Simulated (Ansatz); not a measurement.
# Ruthenium, hcp under revPBE: ground state and equation of state, part 2 of 2

What does revPBE give for ruthenium in the hcp structure? We relax it, solve it on a dense k-mesh, switch on spin-orbit coupling, then scale the cell to 7 volumes from 88 to 112 % of the relaxed one and try a fit of the equation of state. The k-meshes are 13×13×8 for the relaxation; 22×22×12 for the dense run; 13×13×7 for spin-orbit coupling; 22×22×12 for the volumes. It starts from a deposited cell (COD).

Ansatz 0.2.0; DFT, revPBE, plane waves (420 eV) with PAW, scalar-relativistic. Earlier steps stand in the parts before.

## (6) At 92 % of the relaxed volume

Contents of input.yaml:

```yaml
crystal:
  lattice:
    - [2.6580621634, 0.0, 0.0]
    - [-1.3290310817, 2.3019493583, 0.0]
    - [0.0, 0.0, 4.1853725971]
  atoms:
    - { symbol: Ru, position: [0.3333333333, 0.6666666667, 0.25] }
    - { symbol: Ru, position: [0.6666666667, 0.3333333333, 0.75] }
hamiltonian:
  xc: revpbe
  pseudopotentials:
    kind: paw
    azcp:
      Ru: "pseudopotentials/Ru.paw.azcp"
basis:
  ecutwfc: 420
  fft_grid_basis: typed
kpoints:
  mp_grid: { grid: [22, 22, 12], shift: [0, 0, 0] }
magnetization:
  spin_polarized: false
scf:
  occupations: { method: fermi_dirac, width: 0.1 }
output:
  stress: true
```

Standard output, shortened:

```text
[...]
Pseudopotentials: kind: paw
Pseudopotential: Ru, paw, valence charge 16, recommended cutoff 420 eV (normal), <dir>
Functional definition: revPBE
[...]
Crystal: 2 atoms, lattice volume = 25.609 Å³
Basis set: ecut = 420 eV, 523 PW (Γ)
Bands: 20, of which v1, the nominal top of the filled ones, is band 16 counted from 1 (15 counted from 0)
Symmetry: 24 space group operations
Space group: P63/mmc (ITA 194), of the structure as read, at distance tolerance 2.9e-5 Å
k-points: 364 of 5808
[...]
SCF iter   1: F=—  HF=-11767.584292 eV  |F-HF|=—  |Δ(HF+E_count)|=         —  Δρ=6.92e-3  dr2=2.39e-3  ethr=1.77e-3  ⟨swp⟩=5.0  Hψ=66992  notcnv=0  defer=67
[...]
SCF iter   6: F=-11767.586949 eV  HF=-11767.586949 eV  |F-HF|=1.13e-10  |Δ(HF+E_count)|=   1.46e-8  Δρ=1.32e-6  dr2=8.21e-11  ethr=4.80e-11  ⟨swp⟩=2.0  Hψ=25365  notcnv=0
[...]
SCF converged after 6 iterations
Free energy (F): -11767.586949 eV
[...]
E sigma→0 (E₀):  -11767.563336 eV
Entropy (-TS):   -0.047227 eV (-23.613 meV/atom)
Fermi energy:    25.327677 eV
[...]
--- Stress (GPa, compression-positive) ---
       29.544030       0.000000      -0.000000
        0.000000      29.544030      -0.000000
       -0.000000      -0.000000      32.507514
  P = ⅓ Tr σ = 30.5319 GPa (305.319 kbar)
```

It took 14 s on 1 thread of an x86-64 CPU, shared host; peak memory 0.64 GiB.

## (7) At 96 % of the relaxed volume

Changes to input.yaml since step 6:

```diff
@@ -2,5 +2,5 @@
   lattice:
-    - [2.6580621634, 0.0, 0.0]
-    - [-1.3290310817, 2.3019493583, 0.0]
-    - [0.0, 0.0, 4.1853725971]
+    - [2.6960396109, 0.0, 0.0]
+    - [-1.3480198054, 2.3348387927, 0.0]
+    - [0.0, 0.0, 4.2451717134]
   atoms:
```

Standard output, shortened:

```text
[...]
[... 3 set-up lines as earlier in the session ...]
[...]
Crystal: 2 atoms, lattice volume = 26.723 Å³
Basis set: ecut = 420 eV, 537 PW (Γ)
Bands: 20, of which v1, the nominal top of the filled ones, is band 16 counted from 1 (15 counted from 0)
[... 2 set-up lines as earlier in the session ...]
k-points: 364 of 5808
[...]
SCF iter   1: F=—  HF=-11767.734322 eV  |F-HF|=—  |Δ(HF+E_count)|=         —  Δρ=6.64e-3  dr2=2.44e-3  ethr=1.77e-3  ⟨swp⟩=5.0  Hψ=66867  notcnv=0  defer=61
[...]
SCF iter   6: F=-11767.737539 eV  HF=-11767.737539 eV  |F-HF|=1.93e-9  |Δ(HF+E_count)|=   3.78e-8  Δρ=1.03e-5  dr2=4.56e-9  ethr=1.54e-10  ⟨swp⟩=2.0  Hψ=26867  notcnv=0
[...]
SCF converged after 6 iterations
Free energy (F): -11767.737539 eV
[...]
E sigma→0 (E₀):  -11767.712178 eV
Entropy (-TS):   -0.050724 eV (-25.362 meV/atom)
Fermi energy:    24.054965 eV
[...]
--- Stress (GPa, compression-positive) ---
       12.894754       0.000000       0.000000
        0.000000      12.894754       0.000000
        0.000000       0.000000      14.621316
  P = ⅓ Tr σ = 13.4703 GPa (134.703 kbar)
```

Wall time 13 s (1 thread of an x86-64 CPU, shared host); peak memory 0.65 GiB.

## (8) At 100 % of the relaxed volume

Changes to input.yaml since step 7:

```diff
@@ -2,5 +2,5 @@
   lattice:
-    - [2.6960396109, 0.0, 0.0]
-    - [-1.3480198054, 2.3348387927, 0.0]
-    - [0.0, 0.0, 4.2451717134]
+    - [2.7329762503, 0.0, 0.0]
+    - [-1.3664881251, 2.3668268607, 0.0]
+    - [0.0, 0.0, 4.3033319778]
   atoms:
```

Standard output, shortened:

```text
[...]
[... 3 set-up lines as earlier in the session ...]
[...]
Crystal: 2 atoms, lattice volume = 27.836 Å³
Basis set: ecut = 420 eV, 537 PW (Γ)
Bands: 20, of which v1, the nominal top of the filled ones, is band 16 counted from 1 (15 counted from 0)
[... 2 set-up lines as earlier in the session ...]
k-points: 364 of 5808
[...]
SCF iter   1: F=—  HF=-11767.778974 eV  |F-HF|=—  |Δ(HF+E_count)|=         —  Δρ=6.37e-3  dr2=2.49e-3  ethr=1.77e-3  ⟨swp⟩=5.0  Hψ=66637  notcnv=0  defer=71
[...]
SCF iter   6: F=-11767.782426 eV  HF=-11767.782426 eV  |F-HF|=6.73e-11  |Δ(HF+E_count)|=   3.12e-8  Δρ=2.30e-6  dr2=3.56e-10  ethr=3.13e-10  ⟨swp⟩=4.0  Hψ=24100  notcnv=0
[...]
SCF converged after 6 iterations
Free energy (F): -11767.782426 eV
[...]
E sigma→0 (E₀):  -11767.755218 eV
Entropy (-TS):   -0.054417 eV (-27.208 meV/atom)
Fermi energy:    22.881970 eV
[...]
--- Stress (GPa, compression-positive) ---
       -0.269116       0.000000       0.000000
        0.000000      -0.269116      -0.000000
        0.000000      -0.000000       0.464700
  P = ⅓ Tr σ = -0.0245 GPa (-0.245 kbar)
```

Wall time 14 s (1 thread of an x86-64 CPU, shared host); peak memory 0.66 GiB.

## (9) At 104 % of the relaxed volume

Changes to input.yaml since step 8:

```diff
@@ -2,5 +2,5 @@
   lattice:
-    - [2.7329762503, 0.0, 0.0]
-    - [-1.3664881251, 2.3668268607, 0.0]
-    - [0.0, 0.0, 4.3033319778]
+    - [2.7689405884, 0.0, 0.0]
+    - [-1.3844702942, 2.3979728911, 0.0]
+    - [0.0, 0.0, 4.3599612611]
   atoms:
```

Standard output, shortened:

```text
[...]
[... 3 set-up lines as earlier in the session ...]
[...]
Crystal: 2 atoms, lattice volume = 28.949 Å³
Basis set: ecut = 420 eV, 579 PW (Γ)
Bands: 20, of which v1, the nominal top of the filled ones, is band 16 counted from 1 (15 counted from 0)
[... 1 set-up line as earlier in the session ...]
Space group: P63/mmc (ITA 194), of the structure as read, at distance tolerance 3.1e-5 Å
k-points: 364 of 5808
[...]
SCF iter   1: F=—  HF=-11767.740164 eV  |F-HF|=—  |Δ(HF+E_count)|=         —  Δρ=6.09e-3  dr2=2.46e-3  ethr=1.77e-3  ⟨swp⟩=5.0  Hψ=66176  notcnv=0  defer=70
[...]
SCF iter   6: F=-11767.743783 eV  HF=-11767.743783 eV  |F-HF|=1.09e-10  |Δ(HF+E_count)|=   2.13e-8  Δρ=2.79e-6  dr2=5.93e-10  ethr=3.13e-10  ⟨swp⟩=4.0  Hψ=24511  notcnv=0
[...]
SCF converged after 6 iterations
Free energy (F): -11767.743783 eV
[...]
E sigma→0 (E₀):  -11767.714634 eV
Entropy (-TS):   -0.058298 eV (-29.149 meV/atom)
Fermi energy:    21.797699 eV
[...]
--- Stress (GPa, compression-positive) ---
      -10.652912      -0.000000       0.000000
       -0.000000     -10.652912       0.000000
        0.000000       0.000000     -10.716700
  P = ⅓ Tr σ = -10.6742 GPa (-106.742 kbar)
```

Wall time 28 s (1 thread of an x86-64 CPU, shared host); peak memory 0.66 GiB.

## (10) At 108 % of the relaxed volume

Changes to input.yaml since step 9:

```diff
@@ -2,5 +2,5 @@
   lattice:
-    - [2.7689405884, 0.0, 0.0]
-    - [-1.3844702942, 2.3979728911, 0.0]
-    - [0.0, 0.0, 4.3599612611]
+    - [2.8039941905, 0.0, 0.0]
+    - [-1.4019970952, 2.4283302011, 0.0]
+    - [0.0, 0.0, 4.4151565036]
   atoms:
```

Standard output, shortened:

```text
[...]
[... 3 set-up lines as earlier in the session ...]
[...]
Crystal: 2 atoms, lattice volume = 30.063 Å³
Basis set: ecut = 420 eV, 591 PW (Γ)
Bands: 20, of which v1, the nominal top of the filled ones, is band 16 counted from 1 (15 counted from 0)
[... 2 set-up lines as earlier in the session ...]
k-points: 364 of 5808
[...]
SCF iter   1: F=—  HF=-11767.635769 eV  |F-HF|=—  |Δ(HF+E_count)|=         —  Δρ=5.81e-3  dr2=2.36e-3  ethr=1.77e-3  ⟨swp⟩=5.0  Hψ=66047  notcnv=0  defer=68
[...]
SCF iter   6: F=-11767.639329 eV  HF=-11767.639329 eV  |F-HF|=5.93e-10  |Δ(HF+E_count)|=   1.44e-8  Δρ=3.27e-6  dr2=4.17e-10  ethr=3.13e-10  ⟨swp⟩=4.0  Hψ=24677  notcnv=0
[...]
SCF converged after 6 iterations
Free energy (F): -11767.639329 eV
[...]
E sigma→0 (E₀):  -11767.608147 eV
Entropy (-TS):   -0.062364 eV (-31.182 meV/atom)
Fermi energy:    20.792674 eV
[...]
--- Stress (GPa, compression-positive) ---
      -18.812512      -0.000000      -0.000000
       -0.000000     -18.812512      -0.000000
       -0.000000      -0.000000     -19.516755
  P = ⅓ Tr σ = -19.0473 GPa (-190.473 kbar)
```

Wall time 31 s (1 thread of an x86-64 CPU, shared host); peak memory 0.66 GiB.

## (11) At 112 % of the relaxed volume

Changes to input.yaml since step 10:

```diff
@@ -2,5 +2,5 @@
   lattice:
-    - [2.8039941905, 0.0, 0.0]
-    - [-1.4019970952, 2.4283302011, 0.0]
-    - [0.0, 0.0, 4.4151565036]
+    - [2.838192612, 0.0, 0.0]
+    - [-1.419096306, 2.4579469029, 0.0]
+    - [0.0, 0.0, 4.4690051826]
   atoms:
```

Standard output, shortened:

```text
[...]
[... 3 set-up lines as earlier in the session ...]
[...]
Crystal: 2 atoms, lattice volume = 31.176 Å³
Basis set: ecut = 420 eV, 615 PW (Γ)
Bands: 20, of which v1, the nominal top of the filled ones, is band 16 counted from 1 (15 counted from 0)
[... 2 set-up lines as earlier in the session ...]
k-points: 364 of 5808
[...]
SCF iter   1: F=—  HF=-11767.479893 eV  |F-HF|=—  |Δ(HF+E_count)|=         —  Δρ=5.53e-3  dr2=2.22e-3  ethr=1.77e-3  ⟨swp⟩=5.0  Hψ=65959  notcnv=0  defer=83
[...]
SCF iter   6: F=-11767.483272 eV  HF=-11767.483272 eV  |F-HF|=9.60e-10  |Δ(HF+E_count)|=   2.15e-8  Δρ=3.89e-6  dr2=5.70e-10  ethr=3.13e-10  ⟨swp⟩=4.0  Hψ=27261  notcnv=0
[...]
SCF converged after 6 iterations
Free energy (F): -11767.483272 eV
[...]
E sigma→0 (E₀):  -11767.449964 eV
Entropy (-TS):   -0.066615 eV (-33.307 meV/atom)
Fermi energy:    19.858720 eV
[...]
--- Stress (GPa, compression-positive) ---
      -25.186859       0.000000       0.000000
        0.000000     -25.186859       0.000000
        0.000000       0.000000     -26.404457
  P = ⅓ Tr σ = -25.5927 GPa (-255.927 kbar)
```

Wall time 29 s (1 thread of an x86-64 CPU, shared host); peak memory 0.66 GiB.

## (12) The equation of state

The cell was scaled evenly, with its shape and the fractional positions fixed.

```
V (Å³/atom)  E − E₀ (meV/atom)  P from the stress (GPa)  P from the fit (GPa)
     12.248              237.2                    52.09                 51.97
     12.805               95.9                    30.53                 30.27
     13.361               21.5                    13.47                 13.19
     13.918                0.0                    -0.02                 -0.29
     14.475               20.2                   -10.67                -10.94
     15.031               73.5                   -19.05                -19.34
     15.588              152.6                   -25.59                -25.97
```

A third-order Birch-Murnaghan fit gives V₀ = 13.905 Å³/atom, B₀ = 300 GPa and B₀′ = 4.9; it misses no point by more than 0.07 meV/atom.

The fit is made to E(σ → 0), while the stress belongs to the free energy F; that is one source of the offset between the two pressures.

## (13) Outcome

The summary covers parts 1 to 2.

| quantity | value |
| --- | --- |
| space group (spins left aside) | P6_3/mmc (No. 194) |
| conventional cell | a = 2.733 Å, c = 4.303 Å (c/a = 1.575) |
| volume | 13.918 Å³/atom |
| shortest distance | 2.668 Å |
| against the deposited volume | +2.7 % (13.555 Å³/atom) |
| gap on the mesh | none (levels filled in part) |
| V₀, B₀, B₀′ | 13.905 Å³/atom, 300 GPa, 4.9 |

What this shows: The relaxed volume lies 2.7 % above the deposited cell. This functional tends to bind solids too weakly. The deposited cell holds zero-point motion and, unless taken cold, thermal expansion, so the miss against a static lattice is larger still. Levels at the Fermi energy are filled in part, as in a metal. The total energy of the spin-orbit run lies -1.6 eV/atom from the scalar one, but the two kinds of run don't share a zero of energy: only differences within one kind count. The fitted modulus is 300 GPa, among the stiffest elements; letting shape and positions relax at each volume could only lower it.
